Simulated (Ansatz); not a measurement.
ZrO₂ (Fm-3m)

These are results of Ansatz 0.2.0, DFT PBE, scalar-relativistic, plane waves, PAW, not measurements.

Cutoff 420 eV; k points 8×8×8 on the computed 3-atom cell (Γ-centred); Gaussian smearing, width 0.02 eV; no spin polarisation.

The structure is relaxed at this level of theory with its symmetry kept. This fluorite-type form isn't the usual stable structure of the compound.

The structure is cubic, space group Fm-3m (No. 225). The conventional cell has a = 5.116 Å, b = 5.116 Å, c = 5.116 Å, α = 90.00°, β = 90.00°, γ = 90.00°. Zr (site symmetry m-3m) is surrounded by 8 O at 2.22 Å. O (site symmetry -43m) has 4 Zr at 2.22 Å as nearest neighbours.

| Item | Value |
| --- | --- |
| Volume per atom | 75.3 bohr³ |
| Formation energy from the elements' standard states (uncorrected) | -3.349 eV/atom |
| Kohn–Sham band gap | 3.32 eV |
| Löwdin character of the top 1 eV of the valence band | O 2p 93 % |
| Löwdin character of the lowest 1 eV of the conduction band | Zr 4d 87 %, O 2p 11 % |
| Bader charges (e) | Zr (1 in the cell) 2.63, O (2 in the cell) -1.32 |